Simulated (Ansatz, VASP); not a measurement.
# One calculation of GaN, two programs

File INCAR:

```
SYSTEM = GaN
PREC     = Accurate       ! precision mode
ENCUT    = 520            ! plane-wave cutoff, eV
EDIFF    = 1E-7           ! SCF threshold, eV
ISMEAR   = 0              ! smearing method
SIGMA    = 0.02           ! smearing width, eV
LREAL    = .False.        ! projectors in reciprocal space
LASPH    = .True.         ! aspherical terms in the spheres
NELM     = 80             ! most SCF steps
ALGO     = Normal         ! electronic algorithm
ISIF     = 2              ! what is computed and relaxed
LWAVE    = .False.        ! write WAVECAR
LCHARG   = .True.         ! write CHGCAR
GGA      = PS             ! functional
LELF     = .True.         ! ELF
LVHAR    = .True.       
NBANDS   = 16             ! bands
```

Contents of KPOINTS:

```
Automatic mesh
0
Gamma
  10 10 10
  0 0 0
```

POSCAR

```
GaN
1.0
    0.0000000000      2.2535006075      2.2535006075
    2.2535006075      0.0000000000      2.2535006075
    2.2535006075      2.2535006075      0.0000000000
Ga N
1 1
Direct
    0.0199689318      0.0199689318     -0.0199689318
    0.7500000000      0.7500000000      0.7500000000
```

Input for Ansatz:

```yaml
crystal:
  lattice:
    - [0.0, 2.2535006075, 2.2535006075]
    - [2.2535006075, 0.0, 2.2535006075]
    - [2.2535006075, 2.2535006075, 0.0]
  atoms:
    - { symbol: Ga, position: [0.0199689318, 0.0199689318, -0.0199689318] }
    - { symbol: "N", position: [0.75, 0.75, 0.75] }
basis:
  ecutwfc: 420
kpoints:
  mp_grid: { grid: [10, 10, 10] }
hamiltonian:
  xc: pbesol
scf:
  occupations: { method: gaussian, width: 0.02 }
output:
  forces: true
  stress: true
  eigenvalues: true
```

Change from the starting cell: one atom moved.

Alike in both runs: task single point; functional PBEsol; k mesh 10 × 10 × 10; occupations gaussian, width 0.02 eV; no spin polarisation.

|  | VASP | Ansatz |
| --- | --- | --- |
| version | VASP 6.6.1 | Ansatz 0.2.0 |
| potentials or method | VASP PAW PBE potentials, release 64 (Ga_d, N) | scalar-relativistic, plane waves, PAW |
| plane-wave cutoff (eV) | 520 | 420 |
| valence electrons in the cell | 18 | 18 |

|  | VASP | Ansatz | Ansatz less VASP |
| --- | --- | --- | --- |
| gap on the k mesh at the Fermi level (eV) | 1.53 | 1.52 | -0.017 |
| least direct gap on the mesh (eV) | 1.53 | 1.52 | -0.017 |
| pressure (GPa) | -0.5 | -0.3 | +0.22 |
| largest component of the traceless stress (GPa) | 4.99 | 5.13 | +0.139 |
| rms of the force components (eV/Å) | 0.615 | 0.624 | +0.0089 |

Atom by atom the forces differ by 0.009 eV/Å (rms over components).

Caveats: the PAW data sets were made with another functional, which shifts forces and pressure a little (VASP).
